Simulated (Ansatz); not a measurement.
Here is an Ansatz 0.2.0 calculation.

The input input.yaml:

```yaml
crystal:
  lattice:
    - [0.0, 2.82891, 2.82891]
    - [2.82891, 0.0, 2.82891]
    - [2.82891, 2.82891, 0.0]
  atoms:
    - { symbol: Ge, position: [0.760966, 0.733256, 0.753339] }
    - { symbol: Ge, position: [0.493445, 0.489395, 0.51015] }
kpoints:
  mp_grid: { grid: [8, 8, 8] }
scf:
  occupations: { method: fermi_dirac, width: 0.05 }
hamiltonian:
  xc: pbe
  pseudopotentials: { kind: all_electron, lapw: { basis_error: 0.001 } }
output:
  forces: true
  stress: true
  eigenvalues: true
  populations: true
```

Potentials or basis: all-electron LAPW, scalar-relativistic.

Command:

```console
$ ansatz run input.yaml --threads 1 --pin off --max-ram 2560MiB --backend cpu --events-out ev --progress --plain --runs-dir out
```

Task: What does it give for the pressure?

Result: 3.8 GPa.

Task: What does it give for the largest force?

Result: 0.709 eV/Å.

Task: Predict the band gap on the k mesh.

Result: None (metal or under the smearing width).

Stress tensor (GPa, compression positive):
```
 3.77 -1.14 -1.08
-1.14  3.79  1.28
-1.08  1.28  3.78
```
